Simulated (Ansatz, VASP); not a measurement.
Two plane-wave programs on Mg2GeN2

```
Mg Ge N
1.0
     0.00000    4.45699    4.12414
     3.65559    0.00000    4.12414
     3.65559    4.45699    0.00000
Mg Ge N
4 2 4
Direct
  0.59989 0.90011 0.59989
  0.34989 0.65011 0.34989
  0.90011 0.59989 0.90011
  0.65011 0.34989 0.65011
  0.25000 0.25000 0.25000
  0.00000 0.00000 0.00000
  0.95847 0.95847 0.54153
  0.70847 0.70847 0.29153
  0.29153 0.29153 0.70847
  0.54153 0.54153 0.95847
```

Change from the starting cell: species swapped into the YB2Ir2 type (Fddd, No. 70).

Alike in both runs: functional PBE; k mesh 3 × 3 × 3; occupations gaussian, width 0.15 eV; no spin polarisation.

Ansatz relaxed the structure, and its values are those at the end. VASP's run is a single point on that final structure, the one shown.

|  | VASP | Ansatz |
| --- | --- | --- |
| version | VASP 6.6.1 | Ansatz 0.2.0 |
| potentials or method | VASP PAW PBE potentials, release 64 (Mg, Ge_d, N) | scalar-relativistic, plane waves, PAW |
| plane-wave cutoff (eV) | 520 | 420 |
| valence electrons in the cell | 56 | 88 |

VASP gave:

* gap on the k mesh at the Fermi level (eV): 0.69
* least direct gap on the mesh (eV): 0.69
* pressure (GPa): -0.3
* rms of the force components (eV/Å): 0.002

Estimate Ansatz's values.

gap on the k mesh at the Fermi level (eV): 0.69; least direct gap on the mesh (eV): 0.69; pressure (GPa): -0.1; rms of the force components (eV/Å): 0.009.

The two sets of potentials don't hold the same shells in valence.

Caveats: the k mesh is coarse (spacing up to 0.45 Å⁻¹), so the values aren't converged; an odd mesh through Γ misses points on the zone boundary, where band edges often lie.
